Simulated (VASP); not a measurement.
# Au (Fm-3m) in VASP: notebook

Runs on Au. Level: PBEsol. Tasks: relaxation of the atoms.

Program: VASP 6.6.1. These are calculated values, not measurements. Logs are shortened: lines on timing, memory, paths and dates and some standing lists are left out, and cuts for length are marked.

**1. The undisturbed crystal**

It takes space group Fm-3m (No. 225, cubic). Conventional cell: a = 4.070 Å, b = 4.070 Å, c = 4.070 Å, α = 90.00°, β = 90.00°, γ = 90.00°. Around Au (site symmetry m-3m) lie 12 Au at 2.88 Å.

**2. Relaxation of the atoms, PBEsol (a relaxed cell with its volume scaled by 0.94)**

Input file INCAR:

```
SYSTEM = Au
ALGO = Normal
EDIFF = 1E-7
EDIFFG = -0.01
ENCUT = 600
GGA = PS
IBRION = 2
ISIF = 2
ISMEAR = 1
LASPH = .True.
LCHARG = .False.
LREAL = .False.
LWAVE = .False.
NELM = 80
NSW = 40
PREC = Accurate
SIGMA = 0.1
```

Input file KPOINTS:

```
k-points
0
Gamma
  16 16 16
  0 0 0
```

Input file POSCAR:

```
Au                                      
1.0
    0.0000000000      1.9991920374      1.9991920374
    1.9991920374      0.0000000000      1.9991920374
    1.9991920374      1.9991920374      0.0000000000
  Au            
     1
Direct
     0.0000000000000000    0.0000000000000000    0.0000000000000000
```

Potentials or basis: VASP PAW PBE potentials, release 64 (Au).

Launch:

```console
cat potpaw_PBE.64/Au/POTCAR > POTCAR
mpirun -np 1 vasp_std > vasp.out
```

OUTCAR:

```text
SYSTEM = Au
   EDIFF = 1E-7
   EDIFFG = -0.01
   ENCUT = 600
   GGA = PS
   IBRION = 2
   ISIF = 2
   ISMEAR = 1
   LASPH = .True.
   LREAL = .False.
   NELM = 80
   NSW = 40
   PREC = Accurate

 ion  position               nearest neighbor table
   1  0.000  0.000  0.000-

  LATTYP: Found a face centered cubic cell.
 ALAT       =     3.9983840748

  Lattice vectors:

 A1 = (   0.0000000000,   1.9991920374,   1.9991920374)
 A2 = (   1.9991920374,   0.0000000000,   1.9991920374)
 A3 = (   1.9991920374,   1.9991920374,   0.0000000000)

Analysis of symmetry for initial positions (statically):
=====================================================================
 Subroutine PRICEL returns:
 Original cell was already a primitive cell.

 Routine SETGRP: Setting up the symmetry group for a
 face centered cubic supercell.

 Subroutine GETGRP returns: Found 48 space group operations
 (whereof 48 operations were pure point group operations)
 out of a pool of 48 trial point group operations.

The static configuration has the point symmetry O_h .

Analysis of symmetry for dynamics (positions and initial velocities):
=====================================================================
 Subroutine PRICEL returns:
 Original cell was already a primitive cell.

 Routine SETGRP: Setting up the symmetry group for a
 face centered cubic supercell.

 Subroutine GETGRP returns: Found 48 space group operations
 (whereof 48 operations were pure point group operations)
 out of a pool of 48 trial point group operations.

The dynamic configuration has the point symmetry O_h .

 Subroutine INISYM returns: Found 48 space group operations
 (whereof 48 operations are pure point group operations),
 and found     1 'primitive' translations

----------------------------------------------------------------------------------------

                                     Primitive cell

  volume of cell :      15.9806

  direct lattice vectors                    reciprocal lattice vectors
     0.000000000  1.999192037  1.999192037    -0.250101036  0.250101036  0.250101036
     1.999192037  0.000000000  1.999192037     0.250101036 -0.250101036  0.250101036
     1.999192037  1.999192037  0.000000000     0.250101036  0.250101036 -0.250101036

  length of vectors
     2.827284493  2.827284493  2.827284493     0.433187702  0.433187702  0.433187702

  position of ions in fractional coordinates (direct lattice)
     0.000000000  0.000000000  0.000000000

  ion indices of the primitive-cell ions
   primitive index   ion index
                 1           1

----------------------------------------------------------------------------------------

 KPOINTS: k-points

Automatic generation of k-mesh.
 Grid dimensions read from file:
 generate k-points for:   16   16   16

 Generating k-lattice:

  Cartesian coordinates                     Fractional coordinates (reciprocal lattice)
    -0.015631315  0.015631315  0.015631315     0.062500000  0.000000000  0.000000000
     0.015631315 -0.015631315  0.015631315     0.000000000  0.062500000  0.000000000
     0.015631315  0.015631315 -0.015631315     0.000000000  0.000000000  0.062500000

  Length of vectors
     0.027074231  0.027074231  0.027074231

  Shift w.r.t. Gamma in fractional coordinates (k-lattice)
     0.000000000  0.000000000  0.000000000

 Subroutine IBZKPT returns following result:
 ===========================================

 Found    145 irreducible k-points:

 Following reciprocal coordinates:
            Coordinates               Weight
  0.000000  0.000000  0.000000      1.000000
  0.062500  0.000000  0.000000      8.000000
  0.125000  0.000000  0.000000      8.000000
  0.187500  0.000000  0.000000      8.000000
  0.250000  0.000000  0.000000      8.000000
  0.312500  0.000000  0.000000      8.000000
[... 16 lines left out ...]
 -0.125000  0.062500  0.000000     24.000000
 -0.062500  0.062500  0.000000     12.000000
 [... further k-points ...]
   k-points           NKPTS =    145   k-points in BZ     NKDIM =    145   number of bands    NBANDS=      9
   number of dos      NEDOS =    301   number of ions     NIONS =      1
   total plane-waves  NPLWV =  13824
   dimension x,y,z NGX =    24 NGY =   24 NGZ =   24
   dimension x,y,z NGXF=    48 NGYF=   48 NGZF=   48
   ions per type =               1
   NGX,Y,Z   is equivalent  to a cutoff of  14.11, 14.11, 14.11 a.u.
   NGXF,Y,Z  is equivalent  to a cutoff of  28.22, 28.22, 28.22 a.u.
 SYSTEM =  Au
   PREC   = accura    normal or accurate (medium, high low for compatibility)
   ISTART =      0    job   : 0-new  1-cont  2-samecut
   ICHARG =      2    charge: 1-file 2-atom 10-const
   ISPIN  =      1    spin polarized calculation?
   LNONCOLLINEAR =      F non collinear calculations
   LSORBIT =      F    spin-orbit coupling
   LASPH  =      T    aspherical Exc in radial PAW
   ENCUT  =  600.0 eV  44.10 Ry    6.64 a.u.   5.65  5.65  5.65*2*pi/ulx,y,z
   NELM   =     80;   NELMIN=  2; NELMDL= -5     # of ELM steps
   EDIFF  = 0.1E-06   stopping-criterion for ELM
   LREAL  =      F    real-space projection
   EDIFFG = -.1E-01   stopping-criterion for IOM
   NSW    =     40    number of steps for IOM
   IBRION =      2    ionic relax: 0-MD 1-quasi-New 2-CG
   NFREE  =      1    steps in history (QN), initial steepest desc. (CG)
   ISIF   =      2    stress and relaxation
   ISYM   =      2    0-nonsym 1-usesym 2-fastsym
   POTIM  = 0.5000    time-step for ionic-motion
   TEBEG  =    0.0;   TEEND  =   0.0 temperature during run
   PSTRESS=    0.0 pullay stress
   NELECT =      11.0000    total number of electrons
   NUPDOWN=      -1.0000    fix difference up-down
   EMIN   =  10.00;   EMAX   =-10.00  energy-range for DOS
   EFERMI =   0.00;   METHOD = LEGACY
   ISMEAR =     1;   SIGMA  =   0.10  broadening in eV -4-tet -1-fermi 0-gaus
   EFERMI_NEDOS =   21; number of points for ismear=-14 and -15
   IALGO  =     38    algorithm
   IMIX   =      4    mixing-type and parameters
     AMIX     =   0.40;   BMIX     =  1.00
     AMIX_MAG =   1.60;   BMIX_MAG =  1.00
  volume/ion in A,a.u.               =      15.98       107.84
  Fermi-wavevector in a.u.,A,eV,Ry     =   1.445466  2.731535 28.427631  2.089372
  Thomas-Fermi vector in A             =   2.563645
   LORBIT       =      0    0 simple, 1 ext, 2 COOP (PROOUT), +10 PAW based schemes
   GGA     = PS    functional components
   LHFCALC =     F    Hartree Fock is set to
   AEXX    =    0.0000 exact exchange contribution
   IVDW    =     0    specifies the selected vdW correction
   LEPSILON=     F    determine dielectric tensor
   LRPA    =     F    only Hartree local field effects (RPA)
 conjugate gradient relaxation of ions
 non-spin polarized calculation
 Methfessel and Paxton  Order N= 1 SIGMA  =   0.10
  energy-cutoff  :      600.00
  volume of cell :       15.98
 maximum number of plane-waves:       544
   NGX = 11   NGY = 11   NGZ = 11

 number of electron      11.0000002 magnetization

 Free energy of the ion-electron system (eV)
  ---------------------------------------------------
  ext. energy  EPLUGINS =         0.00000000
  ---------------------------------------------------
  free energy    TOTEN  =        -3.88466786 eV

  energy without entropy =       -3.88446060  energy(sigma->0) =       -3.88459877

 E-fermi :  10.4023     XC(G=0): -13.2677

 val. band max:       10.3151709172   @ k =   0.5000   0.2500   0.1250
 cond. band min:      10.4328965211   @ k =   0.5000   0.1875   0.0625
 fundamental gap:      0.1177256039
 Fermi energy:        10.4023328336

 k-point     1 :       0.0000    0.0000    0.0000
  band No.  band energies     occupation
      1      -0.2340      2.00000
      2       5.3503      2.00000
      3       5.3503      2.00000
      4       5.3503      2.00000
      5       7.0633      2.00000
      6       7.0633      2.00000
      7      24.7825      0.00000
      8      29.1501      0.00000
      9      29.1501      0.00000

 k-point     2 :       0.0625    0.0000    0.0000
  band No.  band energies     occupation
      1      -0.0893      2.00000
      2       5.2985      2.00000
      3       5.4025      2.00000
      4       5.4025      2.00000
      5       7.0383      2.00000
      6       7.0383      2.00000
      7      24.9709      0.00000
      8      28.2727      0.00000
      9      29.3399      0.00000

 k-point     3 :       0.1250    0.0000    0.0000
  band No.  band energies     occupation
      1       0.3295      2.00000
      2       5.1731      2.00000
      3       5.5327      2.00000
      4       5.5327      2.00000
      5       6.9936      2.00000
      6       6.9936      2.00000
      7      25.4001      0.00000
      8      26.5443      0.00000
      9      29.8757      0.00000

 k-point     4 :       0.1875    0.0000    0.0000
  band No.  band energies     occupation
      1       0.9632      2.00000
      2       5.0683      2.00000
      3       5.6540      2.00000
      4       5.6540      2.00000
      5       7.0244      2.00000
      6       7.0244      2.00000
      7      24.2532      0.00000
      8      26.0754      0.00000
      9      30.6232      0.00000

 k-point     5 :       0.2500    0.0000    0.0000
  band No.  band energies     occupation
      1       1.6662      2.00000
      2       5.1657      2.00000
      3       5.6606      2.00000
      4       5.6606      2.00000
      5       7.2367      2.00000
      6       7.2367      2.00000
      7      21.9501      0.00000
      8      26.0175      0.00000
      9      31.0755      0.00000

 k-point     6 :       0.3125    0.0000    0.0000
  band No.  band energies     occupation
      1       2.1867      2.00000
      2       5.5605      2.00000
      3       5.5605      2.00000
      4       5.7337      2.00000
      5       7.6037      2.00000
      6       7.6037      2.00000
      7      19.4704      0.00000
      8      25.4414      0.00000
      9      30.2943      0.00000
[... 169 lines left out ...]
 k-point    21 :      -0.2500    0.0625    0.0000
  band No.  band energies     occupation
      1       1.9964      2.00000
      2       5.1331      2.00000
      3       5.6467      2.00000
      4       5.7122      2.00000
      5       7.0670      2.00000
      6       7.7259      2.00000
      7      21.2052      0.00000
      8      25.8908      0.00000
      9      29.0944      0.00000

 k-point    22 :      -0.1875    0.0625    0.0000
  band No.  band energies     occupation
      1       1.3216      2.00000
      2       4.9640      2.00000
      3       5.7066      2.00000
      4       5.7480      2.00000
      5       6.8070      2.00000
      6       7.3588      2.00000
      7      23.5854      0.00000
      8      26.1515      0.00000
      9      29.4310      0.00000

 k-point    23 :      -0.1250    0.0625    0.0000
  band No.  band energies     occupation
      1       0.6441      2.00000
      2       5.0510      2.00000
      3       5.6278      2.00000
      4       5.6496      2.00000
      5       6.7992      2.00000
      6       7.1617      2.00000
      7      25.5081      0.00000
      8      26.0248      0.00000
      9      29.1048      0.00000

 k-point    24 :      -0.0625    0.0625    0.0000
  band No.  band energies     occupation
      1       0.1477      2.00000
      2       5.1994      2.00000
      3       5.4748      2.00000
      4       5.5130      2.00000
      5       6.9192      2.00000
      6       7.0900      2.00000
      7      25.2584      0.00000
      8      27.4354      0.00000
      9      29.0172      0.00000

 [... further k-points ...]

------------------------ aborting loop because EDIFF is reached ----------------------------------------

  FORCE on cell =-STRESS in cart. coord.  units (eV):
  Direction    XX          YY          ZZ          XY          YZ          ZX
  --------------------------------------------------------------------------------------
  -------------------------------------------------------------------------------------
  Total        1.3024720      1.3024720      1.3024720     -0.0000000      0.0000000      0.0000000
  in kB      130.5826369    130.5826369    130.5826369     -0.0000000      0.0000000      0.0000000
  external PRESSURE =     130.5826369 kB  Pullay stress =       0.0000000 kB

 VOLUME and BASIS-vectors are now :
 -----------------------------------------------------------------------------
  energy-cutoff  :      600.00
  volume of cell :       15.98
      direct lattice vectors                 reciprocal lattice vectors
     0.000000000  1.999192037  1.999192037    -0.250101036  0.250101036  0.250101036
     1.999192037  0.000000000  1.999192037     0.250101036 -0.250101036  0.250101036
     1.999192037  1.999192037  0.000000000     0.250101036  0.250101036 -0.250101036

 POSITION                                       TOTAL-FORCE (eV/Angst)
 -----------------------------------------------------------------------------------
      0.00000      0.00000      0.00000        -0.000000      0.000000      0.000000
 -----------------------------------------------------------------------------------
    total drift:                               -0.000000      0.000000      0.000000

  FREE ENERGIE OF THE ION-ELECTRON SYSTEM (eV)
  ---------------------------------------------------
  free  energy   TOTEN  =        -3.8846678558 eV

  energy  without entropy=       -3.8844605967  energy(sigma->0) =       -3.88459877

 reached required accuracy - stopping structural energy minimisation
```

Wall time 9.4 s (1 thread of Intel Xeon Platinum 8375C at 2.90GHz (Ice Lake), shared host); peak memory 0.16 GiB.

Results:

| Property | Result |
| --- | --- |
| Free energy | -3.8847 eV |
| Pressure after relaxing | 13.1 GPa |
| Band gap on the k mesh | none (metal or under the smearing width) |

Final structure:
```
CELL_PARAMETERS angstrom
0.00000 1.99919 1.99919
1.99919 0.00000 1.99919
1.99919 1.99919 0.00000
ATOMIC_POSITIONS crystal
Au 0.00000 0.00000 0.00000
```

Levels at points of the mesh, in eV from the Fermi level:
| k point | band 2 | band 3 | band 4 | band 5 | band 6 | band 7 | band 8 | band 9 |
| --- | --- | --- | --- | --- | --- | --- | --- | --- |
| (0.00, 0.00, 0.00) | -5.05 | -5.05 | -5.05 | -3.34 | -3.34 | 14.38 | 18.75 | 18.75 |
| (0.50, 0.00, 0.00) | -5.10 | -5.10 | -1.99 | -1.99 | -1.35 | 3.41 | 13.84 | 17.56 |
| (0.50, 0.50, 0.00) | -7.36 | -2.04 | -1.63 | -1.63 | 0.76 | 6.28 | 10.12 | 10.12 |

Caveat: the relaxation stopped at its first step, so nothing moved; the PAW data sets were made with another functional, which shifts forces and pressure a little.

**3. Relaxation of the atoms, PBEsol (a relaxed cell with its volume scaled by 0.96)**

INCAR is that of step 2.

KPOINTS is that of step 2.

Input file POSCAR:

```
Au                                      
1.0
    0.0000000000      2.0132713184      2.0132713184
    2.0132713184      0.0000000000      2.0132713184
    2.0132713184      2.0132713184      0.0000000000
  Au            
     1
Direct
     0.0000000000000000    0.0000000000000000    0.0000000000000000
```

Potentials or basis: VASP PAW PBE potentials, release 64 (Au).

Launch:

```console
cat potpaw_PBE.64/Au/POTCAR > POTCAR
mpirun -np 1 vasp_std > vasp.out
```

It took 11 s on 1 thread of Intel Xeon Platinum 8375C at 2.90GHz (Ice Lake), shared host; peak memory 0.16 GiB.

Results (log left out):

```yaml
Free_energy: -3.9071 eV
Pressure_after_relaxing: 8.1 GPa
Band_gap_on_the_k_mesh: none (metal or under the smearing width)
```

Final structure:
```cif
data_structure
_symmetry_space_group_name_H-M 'P 1'
_symmetry_Int_Tables_number 1
_cell_length_a 2.8472
_cell_length_b 2.8472
_cell_length_c 2.8472
_cell_angle_alpha 60.000
_cell_angle_beta 60.000
_cell_angle_gamma 60.000
_cell_volume 16.32
loop_
_atom_site_label
_atom_site_type_symbol
_atom_site_fract_x
_atom_site_fract_y
_atom_site_fract_z
_atom_site_occupancy
Au1 Au 0.00000 0.00000 0.00000 1
```

Levels at points of the mesh, in eV from the Fermi level:
| k point | band 4 | band 5 | band 6 | band 7 | band 8 | band 9 |
| --- | --- | --- | --- | --- | --- | --- |
| (0.00, 0.00, 0.00) | -4.91 | -3.26 | -3.26 | 14.44 | 18.68 | 18.68 |
| (0.50, 0.00, 0.00) | -1.96 | -1.96 | -1.23 | 3.30 | 13.89 | 17.42 |
| (0.50, 0.50, 0.00) | -1.61 | -1.61 | 0.84 | 6.11 | 10.08 | 10.08 |

Caveat: the relaxation stopped at its first step, so nothing moved; the PAW data sets were made with another functional, which shifts forces and pressure a little.

**4. Relaxation of the atoms, PBEsol (a relaxed cell with its volume scaled by 0.98)**

INCAR is that of step 3.

KPOINTS is that of step 3.

Input file POSCAR:

```
Au                                      
1.0
    0.0000000000      2.0271563870      2.0271563870
    2.0271563870      0.0000000000      2.0271563870
    2.0271563870      2.0271563870      0.0000000000
  Au            
     1
Direct
     0.0000000000000000    0.0000000000000000    0.0000000000000000
```

Launch:

```console
cat potpaw_PBE.64/Au/POTCAR > POTCAR
mpirun -np 1 vasp_std > vasp.out
```

Wall time 11 s (1 thread of Intel Xeon Platinum 8375C at 2.90GHz (Ice Lake), shared host); peak memory 0.16 GiB.

Results (log left out):

```yaml
Free_energy: -3.9197 eV
Pressure_after_relaxing: 3.8 GPa
Band_gap_on_the_k_mesh: none (metal or under the smearing width)
```

Final structure:
```
Au
1.0
     0.00000    2.02716    2.02716
     2.02716    0.00000    2.02716
     2.02716    2.02716    0.00000
Au
1
Direct
  0.00000 0.00000 0.00000
```

Levels at points of the mesh, in eV from the Fermi level:
```
           k point  band 4  band 5  band 6  band 7  band 8  band 9
(0.00, 0.00, 0.00)   -4.78   -3.19   -3.19   14.49   18.61   18.61
(0.50, 0.00, 0.00)   -1.94   -1.94   -1.11    3.20   13.93   17.28
(0.50, 0.50, 0.00)   -1.60   -1.60    0.91    5.95   10.04   10.04
```

Caveat: the relaxation stopped at its first step, so nothing moved; the PAW data sets were made with another functional, which shifts forces and pressure a little. The run has no spin-orbit coupling, so splittings on Au are missing.

**5. Summary**

```tsv
cell	gap on the mesh (eV)	pressure (GPa)
atoms relaxed from: a relaxed cell with its volume scaled by 0.94	none	13.1
atoms relaxed from: a relaxed cell with its volume scaled by 0.96	none	8.1
atoms relaxed from: a relaxed cell with its volume scaled by 0.98	none	3.8
```

Alike in all rows: task relaxation of the atoms; level PBEsol; potentials or basis VASP PAW PBE potentials, release 64 (Au); no spin polarisation; k mesh 16 × 16 × 16; cutoff (eV) 600; smearing methfessel-paxton 0.1 eV.

Caveats: the relaxation stopped at its first step, so nothing moved; the PAW data sets were made with another functional, which shifts forces and pressure a little.

Absolute energies hang on the potentials; compare differences alone.
